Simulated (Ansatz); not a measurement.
The system is PbO2.

```
CELL_PARAMETERS angstrom
0.00000 2.70199 2.70199
2.70199 0.00000 2.70199
2.70199 2.70199 0.00000
ATOMIC_POSITIONS crystal
Pb 0.00000 0.00000 0.00000
O 0.75000 0.75000 0.75000
O 0.25000 0.25000 0.25000
```

The cell comes from a database or a generator and needn't be the stable form of this composition.

Base run:

```yaml
Program: Ansatz 0.2.0
Functional: LDA
Potentials_or_basis: Ansatz PAW
Cutoff: "420 eV (not typed: the program's choice for these potentials)"
k_mesh: 7 × 7 × 7
Occupations: fermi-dirac, width 0.05 eV
Spin: spin-orbit coupling, no magnetisation
```

Its results: band gap on the k mesh none (metal or under the smearing width); pressure -10.5 GPa.

Problem. The run is repeated on the same cell with these changes: functional from LDA to PBEsol. What comes out?

Solution. Band gap on the k mesh none (metal or under the smearing width); pressure -6.2 GPa.

PBEsol binds less tightly than LDA, so the same cell stands under more pressure.

Caveats: the PAW data sets come from PBE, with cores solved anew for the run's functional, which leaves a small shift of forces and pressure.
